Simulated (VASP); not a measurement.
Here is the system:

```xyz
3
Lattice="0.0000 2.8977 2.8977 2.8977 0.0000 2.8977 2.8977 2.8977 0.0000" Properties=species:S:1:pos:R:3 pbc="T T T"
Sr     0.0000     0.0000     0.0000
F      1.4489     1.4489     1.4489
F      4.3466     4.3466     4.3466
```

Method: r2SCAN meta-GGA with spin-orbit coupling, VASP's PBE PAW potentials (set 64) (plane waves; VASP 6.6.1). Run with 520 eV cut-off, 6×6×6 Γ-centred mesh, Gaussian smearing of 0.050 eV, potentials Sr_sv F.

Question: Give the energies of bands 13 to 26 at the high-symmetry points, in eV from the valence-band maximum.

Answer: 
```tsv
band	Γ	X	U	L	W
13	-1.73	-2.02	-1.76	-1.22	-1.65
14	-1.73	-2.02	-1.76	-1.22	-1.65
15	-1.68	-0.95	-1.09	-1.19	-1.32
16	-1.68	-0.95	-1.09	-1.19	-1.32
17	-1.68	-0.93	-0.87	-0.89	-0.65
18	-1.68	-0.93	-0.87	-0.89	-0.65
19	-0.16	-0.30	-0.51	-0.74	-0.61
20	-0.16	-0.30	-0.51	-0.74	-0.61
21	-0.08	-0.26	-0.24	-0.48	-0.21
22	-0.08	-0.26	-0.24	-0.48	-0.21
23	-0.08	0.00	-0.07	-0.41	-0.07
24	-0.08	0.00	-0.07	-0.41	-0.07
25	7.57	8.68	8.96	10.70	9.00
26	7.57	8.68	8.96	10.70	9.00
```

The gap is indirect, 7.57 eV, from the valence maximum at X to the conduction minimum at Γ.

Measured: gap 11.10 eV (computed value off by -3.53 eV), as given by Andrés Aguado et al., Journal of the Physical Society of Japan (1999), arXiv:cond-mat/9901145.

The compound is SrF2 in the fluorite structure. It was relaxed first.
